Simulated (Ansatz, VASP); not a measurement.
## Two plane-wave programs on NaH

```
Na H
1.0
     0.00000    2.25582    2.39751
     2.25582    0.00000    2.39751
     2.25582    2.25582    0.00000
Na H
1 1
Direct
  0.00000 0.00000 0.00000
  0.50000 0.50000 0.50000
```

Change from the starting cell: biaxial_xy strain -5.9%.

Alike in both runs: task single point; functional r2SCAN; k mesh 10 × 10 × 10; no spin polarisation.

```csv
,VASP,Ansatz
version,VASP 6.6.1,Ansatz 0.2.0
potentials or method,"VASP PAW PBE potentials, release 64 (Na_pv, H)","plane waves, PAW"
plane-wave cutoff (eV),520,500
occupations,"gaussian, width 0.01 eV",fixed
valence electrons in the cell,8,10
```

```csv
,VASP,Ansatz,Ansatz less VASP
gap on the k mesh at the Fermi level (eV),4.62,4.60,-0.014
pressure (GPa),3.8,3.9,+0.14
largest component of the traceless stress (GPa),2.34,2.33,-0.016
```

The two sets of potentials don't hold the same shells in valence.

Caveats: the PAW data sets were made with another functional, which shifts forces and pressure a little (VASP). A k mesh can miss the band edges.
